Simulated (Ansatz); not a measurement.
This script makes an all-electron equation of state of C, space group C2/m with Ansatz's Python interface.

`eos_lapw.py`:
```python
"""E(V) of C on LAPW."""

import ansatz as az
from ase.eos import EquationOfState
from ase.units import GPa
import numpy as np

vectors0 = np.array([
    [2.12732, -1.228282, 0.0],
    [2.12732, 1.228282, 0.0],
    [-1.37907, 0.0, 3.50283],
])
sites = [
    ("C", (0.833356, 0.833356, 9.3e-05)),
    ("C", (0.166644, 0.166644, 0.999907)),
]


def crystal_on(cell):
    crystal = az.Crystal(lattice=az.Lattice.of(cell))
    for symbol, position in sites:
        crystal = crystal.atom(symbol, position)
    return crystal


def main() -> None:
    volumes, energies = [], []
    for scale in np.linspace(0.94, 1.06, 7):
        cell = vectors0 * scale ** (1 / 3)
        setup = (
            crystal_on(cell).calculation()
            .occupations("gaussian", width=150 * az.meV)
            .functional("lda")
            .scf(tolerance=1e-10)
            .kpoints(14, 14, 8)
            .pseudopotentials("all_electron", lapw=True)
        )
        r = setup.run().report
        volumes.append(abs(np.linalg.det(cell)) / len(sites))
        energies.append(r["free_energy_ev"] / len(sites))
        print(f"{scale:.3f} {volumes[-1]:9.4f} A^3/atom {energies[-1]:16.5f} eV/atom  (estimated basis error {1000 * r['lapw_basis_errors']['total_ev_per_atom']:.2f} meV/atom)")
    v0, e0, bulk = EquationOfState(volumes, energies, eos="birchmurnaghan").fit()
    print(f"V0 = {v0:.4f} A^3/atom, B0 = {bulk / GPa:.1f} GPa")


if __name__ == "__main__":
    main()
```

Its results, one of them left out:

| V (Å³/atom) | F less the lowest row shown (meV/atom) |
| --- | --- |
| 8.604 | ? |
| 8.787 | 5.07 |
| 8.970 | 0.00 |
| 9.153 | 1.56 |
| 9.336 | 9.15 |
| 9.519 | 22.26 |
| 9.702 | 40.38 |

What is the missing energy at 8.604 Å³ an atom?

A third-order Birch-Murnaghan fit, E = E0 + (9 V0 B0 / 16) [(t - 1)³ B' + (t - 1)² (6 - 4t)] with t = (V0/V)^(2/3), through the 6 rows shown gives V0 = 9.016 Å³, B0 = 278.7 GPa, B' = 3.55 and E0 = -0.21 meV. At V = 8.604 Å³, t = 1.03170, and the fit extrapolates to 17.40 meV. The run gave 17.40 meV, a miss of 0.00 meV.

Caveats:
- Shape and fractional positions are held along the curve, so the bulk modulus is an upper value where they are free to relax, by a factor of two or more in layered or hydrogen-bonded cells.
- Within a few hundredths of an angstrom the cell has the higher group R-3m; the lower one is a small distortion.
- Hardware and time: 7.7 min on 1 thread of Intel(R) Xeon(R) Platinum 8259CL CPU @ 2.50GHz (Skylake/Cascade Lake), on a shared host, peak memory 0.93 GiB.
